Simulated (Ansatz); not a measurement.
# ZnAu (Pm-3m): how the settings move a single-point run

Question: which choices in the input matter for ZnAu (Pm-3m)?

Program: Ansatz 0.2.0. Level of theory: reference: DFT PBE, spin-orbit coupling, plane waves, PAW. These are calculated values, not measurements.

2 further runs of the same task are left out: 1 that didn't finish, 1 set aside as unsound or not needed. Runs told in other sessions of the task aren't counted.

## (1) Starting point

The structure is cubic, space group Pm-3m (No. 221). The conventional cell has a = 3.179 Å, b = 3.179 Å, c = 3.179 Å, α = 90.00°, β = 90.00°, γ = 90.00°. Around Zn (site symmetry m-3m) lie 8 Au at 2.75 Å. Around Au (site symmetry m-3m) lie 8 Zn at 2.75 Å.

Structure file:

```cif
data_structure
_symmetry_space_group_name_H-M 'P 1'
_symmetry_Int_Tables_number 1
_cell_length_a 3.1793
_cell_length_b 3.1793
_cell_length_c 3.1793
_cell_angle_alpha 90.000
_cell_angle_beta 90.000
_cell_angle_gamma 90.000
_cell_volume 32.14
loop_
_atom_site_label
_atom_site_type_symbol
_atom_site_fract_x
_atom_site_fract_y
_atom_site_fract_z
_atom_site_occupancy
Zn1 Zn 0.50000 0.50000 0.50000 1
Au1 Au 0.00000 0.00000 0.00000 1
```

## (2) Baseline

input.yaml reads:

```yaml
crystal:
  lattice:
    - [3.1793056056, 0.0, 0.0]
    - [0.0, 3.1793056056, 0.0]
    - [0.0, 0.0, 3.1793056056]
  atoms:
    - { symbol: Zn, position: [0.5, 0.5, 0.5] }
    - { symbol: Au, position: [0.0, 0.0, 0.0] }
basis:
  ecutwfc: 420
  ecutrho_ratio: 4
kpoints:
  mp_grid: { grid: [10, 10, 10] }
hamiltonian:
  xc: pbe
scf:
  occupations: { method: gaussian, width: 0.05 }
output:
  forces: true
  stress: true
  eigenvalues: true
  populations: true
magnetization:
  noncollinear: true
  spin_orbit: true
```

Command:

```sh
$ ansatz run input.yaml --threads 4 --pin off --max-ram 7168MiB --backend cpu --events-out ev --progress --plain --runs-dir out
```

## (3) Changing settings: dispersion d4

input.yaml: that of step 2 with these lines changed.

```diff
@@ -15,2 +15,3 @@
   xc: pbe
+  dispersion: d4
 scf:
@@ -20,4 +21,2 @@
   stress: true
-  eigenvalues: true
-  populations: true
 magnetization:
```

## (4) Changing settings: preconditioner resta

input.yaml: that of step 2 with these lines changed.

```diff
@@ -17,2 +17,3 @@
   occupations: { method: gaussian, width: 0.05 }
+  mixing: { preconditioner: resta }
 output:
@@ -20,4 +21,2 @@
   stress: true
-  eigenvalues: true
-  populations: true
 magnetization:
```

## (5) Changed: occupations.width 0.15

input.yaml: that of step 2 with these lines changed.

```diff
@@ -16,3 +16,3 @@
 scf:
-  occupations: { method: gaussian, width: 0.05 }
+  occupations: { method: gaussian, width: 0.15 }
 output:
@@ -20,4 +20,2 @@
   stress: true
-  eigenvalues: true
-  populations: true
 magnetization:
```

## (6) Changed: basis.precision f64, eigensolver.kind davidson

input.yaml: that of step 2 with these lines changed.

```diff
@@ -11,2 +11,3 @@
   ecutrho_ratio: 4
+  precision: f64
 kpoints:
@@ -17,2 +18,3 @@
   occupations: { method: gaussian, width: 0.05 }
+  eigensolver: { kind: davidson }
 output:
@@ -20,4 +22,2 @@
   stress: true
-  eigenvalues: true
-  populations: true
 magnetization:
```

What does the calculation give? Wanted: for each run, ending; energy change; pressure; gap; force.

The runs gave:

| run | ending | energy change | pressure (GPa) | gap (eV) | force (eV/Å) | cycles | time |
| --- | --- | --- | --- | --- | --- | --- | --- |
| reference | converged | 0 | 0.0 | 0.00 | 0.00 | 9 | 5.1 s |
| 1: dispersion d4 | converged | -506.7 meV/atom (offset of the dispersion model) | -4.8 | 0.00 | 0.00 | 9 | 3.8 s |
| 2: preconditioner resta | converged | 0.0 meV/atom | 0.0 | 0.00 | 0.00 | 9 | 3.4 s |
| 3: occupations.width 0.15 | converged | -0.4 meV/atom (σ→0) | 0.0 | 0.00 | 0.00 | 9 | 3.8 s |
| 4: basis.precision f64, eigensolver.kind davidson | converged | 0.0 meV/atom | 0.0 | 0.00 | 0.00 | 9 | 6.4 s |

Residual by cycle in the longest SCF loop of each run; runs are numbered as in the table. The quantity is the density residual dr2, in eV.

| cycle | reference | run 1 | run 2 | run 3 | run 4 |
| --- | --- | --- | --- | --- | --- |
| 1 | 10.6 | 10.6 | 10.6 | 10.6 | 10.6 |
| 2 | 0.112 | 0.112 | 2.22 | 3.16 | 0.114 |
| 3 | 0.0422 | 0.0422 | 0.107 | 0.0544 | 0.0424 |
| 4 | 0.00684 | 0.00684 | 0.00998 | 0.0104 | 0.00671 |
| 5 | 5.5e-4 | 5.5e-4 | 8.9e-4 | 0.00198 | 5.9e-4 |
| 6 | 2.2e-4 | 2.2e-4 | 1.9e-4 | 1.9e-4 | 1.6e-4 |
| 7 | 1.2e-5 | 1.2e-5 | 7.1e-6 | 1.8e-5 | 1.0e-5 |
| 8 | 5.0e-8 | 5.0e-8 | 4.8e-7 | 8.5e-8 | 1.2e-7 |
| 9 | 1.1e-9 | 1.1e-9 | 8.8e-9 | 1.0e-10 | 2.0e-9 |

The pressure spans -4.8 to 0.0 GPa over the reference and the converged variants.
